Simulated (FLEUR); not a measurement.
# CdS (Greenockite) (P6_3mc) in FLEUR: notebook

Runs on CdS (Greenockite). Level: PBE. Tasks: band structure, equation of state.

Program: FLEUR MaX-R8.1 (later development tree). These are calculated values, not measurements. Logs are shortened: lines on timing, memory, paths and dates and some standing lists are left out, and cuts for length are marked.

**What was measured.**

“Isotope dependence of band-gap energy”, 2008, arxiv:0807.2152 quotes, for a bulk crystal of CdS: band gap 2.5809 ± 0.0002 eV.

The runs below are set against these values where they give the same quantity.

### Step 1. Starting point

It takes space group P6_3mc (No. 186, hexagonal). Conventional cell: a = 4.150 Å, b = 4.150 Å, c = 6.737 Å, α = 90.00°, β = 90.00°, γ = 120.00°. Cd (site symmetry 3m) is surrounded by 4 S at 2.53 to 2.54 Å. S (site symmetry 3m) has 4 Cd at 2.53 to 2.54 Å as nearest neighbours.

### Step 2. Band structure, PBE

Input file inp.xml:

```xml
<?xml version="1.0" encoding="UTF-8" standalone="no"?>
<fleurInput fleurInputVersion="0.39">
   <comment>
      CdS                                                                                                 
   </comment>
   <calculationSetup>
      <cutoffs Kmax="3.5" Gmax="17.5" GmaxXC="17.5" numbands="0"/>
      <scfLoop itmax="60" minDistance="0.00001" maxIterBroyd="15" imix="Anderson" alpha="0.05" precondParam="0.0" spinf="2.0" sdNocoIR="T"/>
      <coreElectrons ctail="T" frcor="F" kcrel="0" coretail_lmax="0"/>
      <xcFunctional name="pbe" relativisticCorrections="F"/>
      <magnetism jspins="1"/>
      <soc l_soc="F" theta="0.0" phi="0.0" spav="F"/>
      <expertModes spex="0" secvar="F"/>
      <geometryOptimization l_f="F" forcealpha="1.0" forcemix="BFGS" epsdisp="0.00001" epsforce="0.00001"/>
      <ldaU l_linMix="F" mixParam="0.05" spinf="1.0"/>
   </calculationSetup>
   <cell>
      <bzIntegration valenceElectrons="52.0" mode="hist" fermiSmearingEnergy="0.00183747">
         <kPointListSelection listName="default-1"/>
         <!-- k-points included here -->
         <xi:include xmlns:xi="http://www.w3.org/2001/XInclude" href="kpts.xml"> </xi:include>
      </bzIntegration>
      <!-- symmetry operations included here -->
      <xi:include xmlns:xi="http://www.w3.org/2001/XInclude" href="sym.xml"> </xi:include>
[... 33 lines left out ...]
         <lo type="SCLO" l="0" n="3" eDeriv="2"/>
         <lo type="SCLO" l="1" n="3" eDeriv="2"/>
         <lo type="SCLO" l="2" n="3" eDeriv="2"/>
         <lo type="SCLO" l="3" n="4" eDeriv="2"/>
      </species>
   </atomSpecies>
   <atomGroups>
      <atomGroup species="Cadmium (Cd)">
         <relPos label="                   1">-1.000/3.000 1.000/3.000 1.000/2.000</relPos>
         <relPos label="                   2">1.000/3.000 -1.000/3.000 .0000000000</relPos>
         <force calculate="T" relaxXYZ="TTT"/>
      </atomGroup>
      <atomGroup species="Sulfur (S)">
         <relPos label="                   3">-1.000/3.000 1.000/3.000 -1.000/8.000</relPos>
         <relPos label="                   4">1.000/3.000 -1.000/3.000 3.000/8.000</relPos>
         <force calculate="T" relaxXYZ="TTT"/>
      </atomGroup>
   </atomGroups>
   <output dos="F" band="F" slice="F">
      <checks vchk="F" cdinf="F"/>
      <bandDOS minEnergy="-.5*Htr" maxEnergy="0.5*Htr" sigma="0.015" storeEVData="T"/>
      <vacuumDOS vacdos="F" integ="F" star="F" nstars="0" locx1="0.0" locy1="0.0" locx2="0.0" locy2="0.0" nstm="0" tworkf="0.0"/>
      <unfoldingBand unfoldBand="F" supercellX="1" supercellY="1" supercellZ="1"/>
      <plotting iplot="0" polar="F">
         <plot TwoD="T" vec1="  1.0  0.0  0.0" vec2="  0.0  1.0  0.0" vec3="  0.0  0.0  1.0" zero="  0.0  0.0  0.0" file="plot"/>
      </plotting>
      <chargeDensitySlicing numkpt="0" minEigenval="0.0" maxEigenval="0.0" nnne="0" pallst="F"/>
      <specialOutput eonly="F"/>
      <moessbauerParams electricFieldGradient="T" isomerShift="T" coreHyperfine="T" valenceHyperfine="T"/>
      <magneticCircularDichroism mcd="F" energyLo="-10.0" energyUp="0.0"/>
   </output>
  <!-- We include the file relax.xml here to enable relaxations (see documentation) -->
  <xi:include xmlns:xi="http://www.w3.org/2001/XInclude" href="relax.xml"> <xi:fallback/> </xi:include>
</fleurInput>
```

Input file crystal.txt:

```
CdS
&input cartesian=F /
4.1500000000  0.0000000000  0.0000000000
-2.0750000000  3.5940054257  0.0000000000
0.0000000000  0.0000000000  6.7370000000
1.8897261246
1.0 1.0 1.0

4
48 0.6666666667  0.3333333333  0.5000000000
48 0.3333333333  0.6666666667  0.0000000000
16 0.6666666667  0.3333333333  0.8750000000
16 0.3333333333  0.6666666667  0.3750000000

&kpt div1=7 div2=7 div3=4 gamma=T /
```

Input file inp.xml (bands):

```
<?xml version="1.0" encoding="UTF-8" standalone="no"?>
<fleurInput fleurInputVersion="0.39">
   <comment>
      CdS                                                                                                 
   </comment>
   <calculationSetup>
      <cutoffs Kmax="3.5" Gmax="17.5" GmaxXC="17.5" numbands="0"/>
      <scfLoop itmax="60" minDistance="0.00001" maxIterBroyd="15" imix="Anderson" alpha="0.05" precondParam="0.0" spinf="2.0" sdNocoIR="T"/>
      <coreElectrons ctail="T" frcor="F" kcrel="0" coretail_lmax="0"/>
      <xcFunctional name="pbe" relativisticCorrections="F"/>
      <magnetism jspins="1"/>
      <soc l_soc="F" theta="0.0" phi="0.0" spav="F"/>
      <expertModes spex="0" secvar="F"/>
      <geometryOptimization l_f="F" forcealpha="1.0" forcemix="BFGS" epsdisp="0.00001" epsforce="0.00001"/>
      <ldaU l_linMix="F" mixParam="0.05" spinf="1.0"/>
   </calculationSetup>
   <cell>
      <bzIntegration valenceElectrons="52.0" mode="hist" fermiSmearingEnergy="0.00183747">
         <kPointListSelection listName="path-1"/>
         <!-- k-points included here -->
         <xi:include xmlns:xi="http://www.w3.org/2001/XInclude" href="kpts.xml"> </xi:include>
      </bzIntegration>
      <!-- symmetry operations included here -->
      <xi:include xmlns:xi="http://www.w3.org/2001/XInclude" href="sym.xml"> </xi:include>
[... 33 lines left out ...]
         <lo type="SCLO" l="0" n="3" eDeriv="2"/>
         <lo type="SCLO" l="1" n="3" eDeriv="2"/>
         <lo type="SCLO" l="2" n="3" eDeriv="2"/>
         <lo type="SCLO" l="3" n="4" eDeriv="2"/>
      </species>
   </atomSpecies>
   <atomGroups>
      <atomGroup species="Cadmium (Cd)">
         <relPos label="                   1">-1.000/3.000 1.000/3.000 1.000/2.000</relPos>
         <relPos label="                   2">1.000/3.000 -1.000/3.000 .0000000000</relPos>
         <force calculate="T" relaxXYZ="TTT"/>
      </atomGroup>
      <atomGroup species="Sulfur (S)">
         <relPos label="                   3">-1.000/3.000 1.000/3.000 -1.000/8.000</relPos>
         <relPos label="                   4">1.000/3.000 -1.000/3.000 3.000/8.000</relPos>
         <force calculate="T" relaxXYZ="TTT"/>
      </atomGroup>
   </atomGroups>
   <output dos="F" band="T" slice="F">
      <checks vchk="F" cdinf="F"/>
      <bandDOS minEnergy="-.5*Htr" maxEnergy="0.5*Htr" sigma="0.015" storeEVData="T"/>
      <vacuumDOS vacdos="F" integ="F" star="F" nstars="0" locx1="0.0" locy1="0.0" locx2="0.0" locy2="0.0" nstm="0" tworkf="0.0"/>
      <unfoldingBand unfoldBand="F" supercellX="1" supercellY="1" supercellZ="1"/>
      <plotting iplot="0" polar="F">
         <plot TwoD="T" vec1="  1.0  0.0  0.0" vec2="  0.0  1.0  0.0" vec3="  0.0  0.0  1.0" zero="  0.0  0.0  0.0" file="plot"/>
      </plotting>
      <chargeDensitySlicing numkpt="0" minEigenval="0.0" maxEigenval="0.0" nnne="0" pallst="F"/>
      <specialOutput eonly="F"/>
      <moessbauerParams electricFieldGradient="T" isomerShift="T" coreHyperfine="T" valenceHyperfine="T"/>
      <magneticCircularDichroism mcd="F" energyLo="-10.0" energyUp="0.0"/>
   </output>
  <!-- We include the file relax.xml here to enable relaxations (see documentation) -->
  <xi:include xmlns:xi="http://www.w3.org/2001/XInclude" href="relax.xml"> <xi:fallback/> </xi:include>
</fleurInput>
```

Potentials or basis: all-electron, FLAPW.

Started as:

```console
inpgen -f crystal.txt -profile veryFastHighL
# inp.xml edited to the form shown
fleur_MPI
fleur_MPI   # second run, on inp.xml (bands)
```

Output:

```text
Welcome to FLEUR        (www.flapw.de)
      MaX-Release 8.1          (www.max-centre.eu)

 ========== k-point set info ==========
 Selected k-point list: default-1
 k-point list type: mesh
 7 x 7 x 4
 Number of k points: 24

 ------------Calculation Setup---------------------------
 Number of MPI-tasks      :            1
 Number of PE/node        :            1
 Number of OMP-threads    :            1
 Most efficient MPI parallelization for:
           1           2           3           4           6           8          12          24
 Additional eigenvalue parallelization possible
 Number of basis functions:          665
 Approximate size of matrices (H+S) per k-point:         0.013 GB
 --------------------------------------------------------
 Iteration:     1   Distance:       8.03334330 me/bohr^3
 Iteration:     2   Distance:       7.19284757 me/bohr^3
 Iteration:     3   Distance:       3.74522671 me/bohr^3
 Iteration:     4   Distance:       1.77029899 me/bohr^3
 Iteration:     5   Distance:       1.17132269 me/bohr^3
 Iteration:     6   Distance:       0.28908333 me/bohr^3
 Iteration:     7   Distance:       0.25092621 me/bohr^3
 Iteration:     8   Distance:       0.03173457 me/bohr^3
 Iteration:     9   Distance:       0.02252199 me/bohr^3
 Iteration:    10   Distance:       0.00330098 me/bohr^3
 Iteration:    11   Distance:       0.00061619 me/bohr^3
 Iteration:    12   Distance:       0.00057739 me/bohr^3
 Iteration:    13   Distance:       0.00016590 me/bohr^3
 Iteration:    14   Distance:       0.00006640 me/bohr^3
 Iteration:    15   Distance:       0.00002008 me/bohr^3
 Iteration:    16   Distance:       0.00001847 me/bohr^3
 Iteration:    17   Distance:       0.00000926 me/bohr^3

 ********************************************************************
 Run finished successfully
 Stop message:
   all done
 ********************************************************************
```

Wall time 2.4 min (1 thread of Arm Neoverse V1, shared host); peak memory 0.12 GiB.

What came out:

```
Free energy                                           : -326279.0290 eV
Band gap on the k mesh                                : 1.19 eV, direct
Band gap along the path                               : 1.19 eV, direct
Valence electrons inside the program's atomic spheres : Cd 18.51; S 3.55 (radii Cd 2.53, S 1.9 bohr)
```

Levels at the corners of the path, in eV from the valence-band top:
```csv
point,band 24,band 25,band 26,band 27,band 28,band 29
Γ,-0.04,0.00,0.00,1.19,2.79,6.46
M,-1.85,-1.28,-0.72,3.70,3.89,5.11
K,-1.83,-1.83,-1.59,4.66,5.07,5.07
Γ,-0.04,0.00,0.00,1.19,2.79,6.46
A,-0.39,-0.39,-0.39,2.84,2.84,6.18
L,-1.32,-1.31,-1.31,3.48,3.48,5.39
H,-2.37,-1.10,-1.10,4.39,4.39,6.10
A,-0.39,-0.39,-0.39,2.84,2.84,6.18
L,-1.32,-1.31,-1.31,3.48,3.48,5.39
M,-1.85,-1.28,-0.72,3.70,3.89,5.11
K,-1.83,-1.83,-1.59,4.66,5.07,5.07
H,-2.37,-1.10,-1.10,4.39,4.39,6.10
```

Core levels (eV from the Fermi level):
```tsv
atom	levels
1 Cd	1s1/2 -26505.2, 2s1/2 -3930.0, 2p1/2 -3658.2, 2p3/2 -3465.7, 3s1/2 -728.7, 3p1/2 -619.8, 3p3/2 -585.4, 3d3/2 -392.8, 3d5/2 -385.8
2 Cd	1s1/2 -26505.2, 2s1/2 -3930.0, 2p1/2 -3658.2, 2p3/2 -3465.7, 3s1/2 -728.7, 3p1/2 -619.8, 3p3/2 -585.4, 3d3/2 -392.8, 3d5/2 -385.8
3 S	1s1/2 -2398.3, 2s1/2 -204.4, 2p1/2 -150.1, 2p3/2 -148.8
4 S	1s1/2 -2398.3, 2s1/2 -204.4, 2p1/2 -150.1, 2p3/2 -148.8
```

### Step 3. Equation of state, PBE, 23.61 Å³/atom (volume scaled by 0.94)

Changes to inp.xml since step 2:

```diff
@@ -24,3 +24,3 @@
       <xi:include xmlns:xi="http://www.w3.org/2001/XInclude" href="sym.xml"> </xi:include>
-      <bulkLattice scale="1.0">
+      <bulkLattice scale="0.9795861087">
          <bravaisMatrix>
@@ -34,3 +34,3 @@
       <species name="Cadmium (Cd)" element="Cd" atomicNumber="48">
-         <mtSphere radius="2.53" gridPoints="837" logIncrement="0.015"/>
+         <mtSphere radius="2.45" gridPoints="837" logIncrement="0.015"/>
          <atomicCutoffs lmax="9" lnonsphr="7"/>
@@ -48,3 +48,3 @@
       <species name="Sulfur (S)" element="S" atomicNumber="16">
-         <mtSphere radius="1.9" gridPoints="629" logIncrement="0.018"/>
+         <mtSphere radius="1.84" gridPoints="629" logIncrement="0.018"/>
          <atomicCutoffs lmax="7" lnonsphr="5"/>
```

Potentials or basis: all-electron, FLAPW.

Started as:

```console
inpgen -f crystal.txt -profile veryFastHighL
# inp.xml edited to the form shown
fleur_MPI
```

Run time: 1.9 min. Hardware: 1 thread of Arm Neoverse V1, shared host; peak memory 0.12 GiB.

It converged, with:

```yaml
Free_energy: -326278.7776 eV
Band_gap_on_the_k_mesh: 1.33 eV, direct
Valence_electrons_inside_the_program's_atomic_spheres: Cd 18.38; S 3.36 (radii Cd 2.45, S 1.84 bohr)
```

Caveat: the plane-wave cutoff is short for the semicore states, which can make moduli rough.

### Step 4. Equation of state, PBE, 24.12 Å³/atom (volume scaled by 0.96)

Changes to inp.xml since step 3:

```diff
@@ -24,3 +24,3 @@
       <xi:include xmlns:xi="http://www.w3.org/2001/XInclude" href="sym.xml"> </xi:include>
-      <bulkLattice scale="0.9795861087">
+      <bulkLattice scale="0.9864848297">
          <bravaisMatrix>
```

Started as:

```console
inpgen -f crystal.txt -profile veryFastHighL
# inp.xml edited to the form shown
fleur_MPI
```

Run time: 2 min. Hardware: 1 thread of Arm Neoverse V1, shared host; peak memory 0.12 GiB.

The run converged. Its results:

* Free energy: -326278.8514 eV
* Band gap on the k mesh: 1.28 eV, direct
* Valence electrons inside the program's atomic spheres: Cd 18.36; S 3.35 (radii Cd 2.45, S 1.84 bohr)

Caveat: the plane-wave cutoff is short for the semicore states, which can make moduli rough.

### Step 5. Equation of state, PBE, 25.12 Å³/atom

Changes to inp.xml since step 4:

```diff
@@ -24,3 +24,3 @@
       <xi:include xmlns:xi="http://www.w3.org/2001/XInclude" href="sym.xml"> </xi:include>
-      <bulkLattice scale="0.9864848297">
+      <bulkLattice scale="1.0000000000">
          <bravaisMatrix>
```

Started as:

```console
inpgen -f crystal.txt -profile veryFastHighL
# inp.xml edited to the form shown
fleur_MPI
```

It took 2.1 min on 1 thread of Arm Neoverse V1, shared host; peak memory 0.12 GiB.

The run converged. Its results:

| Quantity | Value |
| --- | --- |
| Free energy | -326278.9384 eV |
| Band gap on the k mesh | 1.19 eV, direct |
| Valence electrons inside the program's atomic spheres | Cd 18.33; S 3.34 (radii Cd 2.45, S 1.84 bohr) |

Caveat: the plane-wave cutoff is short for the semicore states, which can make moduli rough.

### Step 6. Equation of state, PBE, 26.13 Å³/atom (volume scaled by 1.04)

Changes to inp.xml since step 5:

```diff
@@ -24,3 +24,3 @@
       <xi:include xmlns:xi="http://www.w3.org/2001/XInclude" href="sym.xml"> </xi:include>
-      <bulkLattice scale="1.0000000000">
+      <bulkLattice scale="1.0131594038">
          <bravaisMatrix>
```

Potentials or basis: all-electron, FLAPW.

Started as:

```console
inpgen -f crystal.txt -profile veryFastHighL
# inp.xml edited to the form shown
fleur_MPI
```

Run time: 2.3 min. Hardware: 1 thread of Arm Neoverse V1, shared host; peak memory 0.13 GiB.

Results (log left out):

- Free energy: -326278.9600 eV
- Band gap on the k mesh: 1.10 eV, direct
- Valence electrons inside the program's atomic spheres: Cd 18.29; S 3.32 (radii Cd 2.45, S 1.84 bohr)

Caveat: the plane-wave cutoff is short for the semicore states, which can make moduli rough.

### Step 7. Equation of state, PBE, 26.63 Å³/atom (volume scaled by 1.06)

Changes to inp.xml since step 6:

```diff
@@ -24,3 +24,3 @@
       <xi:include xmlns:xi="http://www.w3.org/2001/XInclude" href="sym.xml"> </xi:include>
-      <bulkLattice scale="1.0131594038">
+      <bulkLattice scale="1.0196128224">
          <bravaisMatrix>
```

Started as:

```console
inpgen -f crystal.txt -profile veryFastHighL
# inp.xml edited to the form shown
fleur_MPI
```

It took 2.4 min on 1 thread of Arm Neoverse V1, shared host; peak memory 0.13 GiB.

The run converged. Its results:

| Item | Value |
| --- | --- |
| Free energy | -326278.9525 eV |
| Band gap on the k mesh | 1.05 eV, direct |
| Valence electrons inside the program's atomic spheres | Cd 18.28; S 3.31 (radii Cd 2.45, S 1.84 bohr) |

Caveat: the plane-wave cutoff is short for the semicore states, which can make moduli rough.

### Step 8. Equation of state, PBE

No new run: the results of the series are fitted here.

Results:

| Item | Value |
| --- | --- |
| Equilibrium volume | 26.04 Å³/atom |
| Bulk modulus at fixed shape and positions | 50 GPa |

Energy against volume, from the lowest point:
| volume (Å³/atom) | energy (meV/atom) |
| --- | --- |
| 23.614 | 45.59 |
| 24.116 | 27.14 |
| 25.121 | 5.39 |
| 26.126 | 0.00 |
| 26.628 | 1.87 |

Caveat: the plane-wave cutoff is short for the semicore states, which can make moduli rough; the cell was scaled at fixed shape and fractional positions, which overstates the stiffness of a crystal with free parameters, most of all of layers and chains.

### Step 9. Comparison with measurements

Step 2. Against the measured gap of CdS, 2.5809 eV (quoted in “Isotope dependence of band-gap energy”, 2008, arxiv:0807.2152), the calculated 1.19 eV is off by -1.39 eV. So large a miss can be the level of theory's own, or it may mean another phase, state or a wrong row. Spin-orbit coupling on Cd is left out. The value is that of PBE, without temperature or zero-point motion. Semilocal functionals fall short of measured gaps as a rule.
